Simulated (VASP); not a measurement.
A run of VASP 6.6.1 is set up as follows.

Contents of INCAR:

```
SYSTEM = MgS
PREC     = Accurate       ! precision mode
ENCUT    = 520            ! plane-wave cutoff, eV
EDIFF    = 1E-6           ! SCF threshold, eV
ISMEAR   = 0              ! smearing method
SIGMA    = 0.05           ! smearing width, eV
LREAL    = .False.        ! projectors in reciprocal space
LASPH    = .True.         ! aspherical terms in the spheres
NELM     = 100            ! most SCF steps
ALGO     = Normal         ! electronic algorithm
ISIF     = 2              ! what is computed and relaxed
LWAVE    = .False.        ! write WAVECAR
LCHARG   = .True.         ! write CHGCAR
LELF     = .True.         ! ELF
LVHAR    = .True.       
NBANDS   = 11             ! bands
```

Contents of KPOINTS:

```
Automatic mesh
0
Gamma
  8 8 8
  0 0 0
```

The input POSCAR:

```
MgS
1.0
    0.0885350015      2.8331200468      2.8331200468
    2.8331200468      0.0885350015      2.8331200468
    2.9216550483      2.9216550483      0.0000000000
Mg S
1 1
Direct
    0.0000000000      0.0000000000      0.0000000000
    0.7500000000      0.7500000000      0.7500000000
```

Potentials or basis: VASP PAW LDA potentials, release 64 (Mg, S).

The run is started by

```bash
$ cat potpaw_LDA.64/Mg/POTCAR potpaw_LDA.64/S/POTCAR > POTCAR
$ mpirun -np 1 vasp_std > vasp.out
```

(1) Estimate the band gap on the k mesh.

(2) Predict the largest force.

Answers

(1) 3.05 eV, direct.

(2) 0.347 eV/Å.
